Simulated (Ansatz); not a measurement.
The system is Sb.

```
Sb
1.0
     4.52770    0.00000    0.00000
     0.00000    4.42110    0.00000
    -1.32052    0.00000    6.36435
Sb
4
Direct
  0.33993 0.25000 0.68367
  0.93664 0.75000 0.76276
  0.06336 0.25000 0.23724
  0.66007 0.75000 0.31633
```

This isn't the form of Sb at room conditions, which is rhombohedral.

* Program: Ansatz 0.2.0
* Task: single point
* Functional: PBEsol
* Potentials or basis: Ansatz PAW
* Cutoff: 420 eV (not typed: the program's choice for these potentials)
* k mesh: 6 × 6 × 4
* Occupations: fermi-dirac, width 0.05 eV
* Spin: no spin polarisation

On this cell: pressure -2.4 GPa; largest force 0.145 eV/Å; band gap on the k mesh none (metal or under the smearing width).

The same run follows on a disturbed copy (atoms moved at random, drawn with an rms of 0.05 Å):

```
Sb
1.0
     4.52770    0.00000    0.00000
     0.00000    4.42110    0.00000
    -1.32052    0.00000    6.36435
Sb
4
Direct
  0.34003 0.24690 0.68907
  0.93857 0.74880 0.76055
  0.07669 0.25263 0.23496
  0.64862 0.75117 0.30966
```

What changes?

The energy (extrapolated to zero smearing) moves by +5.6 meV/atom; pressure -3.0 GPa; largest force 0.331 eV/Å; band gap on the k mesh none (metal or under the smearing width).

Forces in eV/Å, atoms in the order of the input:
```
Sb  -0.096  0.020 -0.092
Sb   0.000 -0.011 -0.134
Sb  -0.234  0.011  0.209
Sb   0.330 -0.020  0.016
```

Stress tensor (GPa, compression positive):
```
-2.98  0.03  0.05
 0.03 -3.08  0.01
 0.05  0.01 -2.89
```

Caveats: the PAW data sets come from PBE, with cores solved anew for the run's functional, which leaves a small shift of forces and pressure.
